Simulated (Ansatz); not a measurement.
# SnSe in Ansatz: the effect of functional

The system is SnSe.

```
Sn Se
1.0
     0.00000    3.01000    3.01000
     3.01000    0.00000    3.01000
     3.01000    3.01000    0.00000
Sn Se
1 1
Direct
  0.00000 0.00000 0.00000
  0.50000 0.50000 0.50000
```

Measurements of this composition are mostly on another form, of space group No. 62.

Alike in all runs:

```yaml
Program: Ansatz 0.2.0
Task: band structure
Potentials_or_basis: Ansatz PAW
k_mesh: 5 × 5 × 5
Occupations: fermi-dirac, width 0.05 eV
Spin: no spin polarisation
```

Task: One run gave: pressure -3.5 GPa. Which functional did it use?
A. LDA
B. r2SCAN
C. PBEsol

Result: A.

| functional | cutoff | pressure (GPa) |
| --- | --- | --- |
| LDA | 420 eV | -3.5 |
| PBEsol | 420 eV | -2.1 |
| r2SCAN | 500 eV | -0.2 |

Caveats: the PAW data sets come from PBE, with cores solved anew for the run's functional, which leaves a small shift of forces and pressure.

Not every run made on this cell is shown here.
